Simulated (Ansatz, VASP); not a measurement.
# Two plane-wave programs on Al2O3

```xyz
5
Lattice="2.8843 0.0000 0.0000 -1.4422 2.4979 0.0000 0.0000 0.0000 9.3368" Properties=species:S:1:pos:R:3 pbc="T T T"
Al    0.0000    0.0000    7.9363
Al    0.0000    0.0000    1.4004
O     0.0000    1.6653    7.2610
O     1.4422    0.8326    0.0000
O     0.0000    1.6653    2.0757
```

Measurements of this composition are mostly on another form, of space group No. 167.

Alike in both runs: functional r2SCAN; k mesh 11 × 11 × 3; occupations fermi-dirac, width 0.05 eV; no spin polarisation.

```csv
,VASP,Ansatz
version,VASP 6.6.1,Ansatz 0.2.0
potentials or method,"VASP PAW PBE potentials, release 64 (Al, O)",Ansatz PAW
plane-wave cutoff (eV),520,500
valence electrons in the cell,24,24
task,single point,projected density of states
```

VASP gave:

```
gap on the k mesh at the Fermi level (eV)       : 5.60
least direct gap on the mesh (eV)               : 5.83
pressure (GPa)                                  : -4.7
largest component of the traceless stress (GPa) : 1.16
rms of the force components (eV/Å)              : 0.168
```

**Question.** Which values does Ansatz return?

**Answer.** gap on the k mesh at the Fermi level (eV): 5.63; least direct gap on the mesh (eV): 5.85; pressure (GPa): -4.5; largest component of the traceless stress (GPa): 1.43; rms of the force components (eV/Å): 0.151.

Atom by atom the forces differ by 0.017 eV/Å (rms over components). With one functional, cell and mesh, what is left measures potentials, basis and numerics.

Caveats: the PAW data sets were made with another functional, which shifts forces and pressure a little (VASP); an odd mesh through Γ misses points on the zone boundary, where band edges often lie (VASP); odd divisions of the mesh miss points on the zone boundary, where band edges often lie, so the gap on the mesh can be too wide (Ansatz); the PAW data sets come from PBE, with cores solved anew for the run's functional, which leaves a small shift of forces and pressure (Ansatz); the density of states is complete only up to the lowest level of the last band computed (Ansatz). r2SCAN opens gaps a little over a GGA but as a rule still falls short of measured ones.
